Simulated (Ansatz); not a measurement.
Review of an SCF result for VO$_{2}$

We look at VO$_{2}$: an unrelaxed test cell, picked because its SCF is hard, with 6 atoms per cell.

All numbers below come from DFT, r2SCAN, PAW (an earlier, harder data set), plane waves, scalar-relativistic in Ansatz development build ahead of 0.2.0.

```yaml
crystal:
  lattice:
    - [4.55, 0.0, 0.0]
    - [0.0, 4.55, 0.0]
    - [0.0, 0.0, 2.85]
  atoms:
    - { symbol: V, position: [0.0, 0.0, 0.0], spin: 1.0 }
    - { symbol: V, position: [0.5, 0.5, 0.5], spin: -1.0 }
    - { symbol: O, position: [0.3, 0.3, 0.0] }
    - { symbol: O, position: [0.7, 0.7, 0.0] }
    - { symbol: O, position: [0.8, 0.2, 0.5] }
    - { symbol: O, position: [0.2, 0.8, 0.5] }
kpoints:
  mp_grid: { grid: [3, 3, 4] }
hamiltonian:
  xc: r2scan
  pseudopotentials: { kind: paw }
magnetization:
  spin_polarized: true
scf:
  lower_state_search: "off"
  occupations: { method: fermi_dirac, width: "0.1 eV" }
  mixing: { algorithm: broyden, negative_modes: turned }
```

Settings in force: cutoff 1050 eV, smearing width 0.1 eV; Broyden mixing, scf.mixing.negative_modes set to turned, plain SCF.

The run converged after 30 iterations in all: antiferromagnetic, site moments V1 0.64, V2 -0.64 μB, total 0.00 μB per cell.

The mesh is coarse, so energy differences (and at times their sign) aren't converged.

A semilocal functional without U tends to delocalise d and f electrons, and can give a metal where the real compound is an insulator.

Site moments are taken inside atomic spheres and don't add up to the total.

Task: The run converged. Is this the lowest state of the cell, and if not, what lies lower and how is it reached?

Result: No, on this mesh. A state 40.9 meV/atom (0.245 eV per cell) lower exists in this cell: ferromagnetic with opposed moments on main-group atoms, site moments V1 -0.90, V2 -0.90 μB, total -2.00 μB per cell. It was reached from: default search for lower states [V1 1.00, V2 -1.00 μB]. “Lowest” means lowest among the runs made in this cell. No run without spin polarisation was made.
